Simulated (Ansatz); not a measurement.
**Zn: one input, then a changed one**

The cell was built from the bcc type and relaxed in the same program; it needn't be a known or the stable phase. The listed cell was then made from it by scaling, straining or moving an atom.

First run: DFT, PBE, all-electron LAPW, scalar-relativistic (Ansatz 0.2.0).

Command: `ansatz run input.yaml --threads 1 --pin off --max-ram 2048MiB --backend cpu --events-out ev --progress --plain --runs-dir out` The run took 8.2 s on 1 thread of Arm Neoverse V2, on a shared host.

```yaml
crystal:
  lattice:
    - [-1.5505705374, 1.5505705374, 1.5505705374]
    - [1.5505705374, -1.5505705374, 1.5505705374]
    - [1.5505705374, 1.5505705374, -1.5505705374]
  atoms:
    - { symbol: Zn, position: [0.0, 0.0, 0.0] }
kpoints:
  mp_grid: { grid: [17, 17, 17] }
scf:
  occupations: { method: fermi_dirac, width: 0.05 }
hamiltonian:
  xc: pbe
  pseudopotentials: { kind: all_electron, lapw: { basis_error: 0.001 } }
output:
  forces: true
  stress: true
  eigenvalues: true
```

Result: converged; pressure 2.10 GPa; no gap on the k mesh; 6 SCF iterations.

The input is then changed:

```diff
@@ -7,9 +7,10 @@
     - { symbol: Zn, position: [0.0, 0.0, 0.0] }
 kpoints:
-  mp_grid: { grid: [17, 17, 17] }
+  mp_grid: { grid: [14, 14, 14] }
 scf:
   occupations: { method: fermi_dirac, width: 0.05 }
+  mixing: { preconditioner: ldos }
 hamiltonian:
-  xc: pbe
+  xc: revpbe
   pseudopotentials: { kind: all_electron, lapw: { basis_error: 0.001 } }
 output:
```

Question: What does the second run give?

Answer: It converged; pressure 4.20 GPa; no gap on the k mesh; 6 SCF iterations. Some of these settings are too coarse for converged properties.
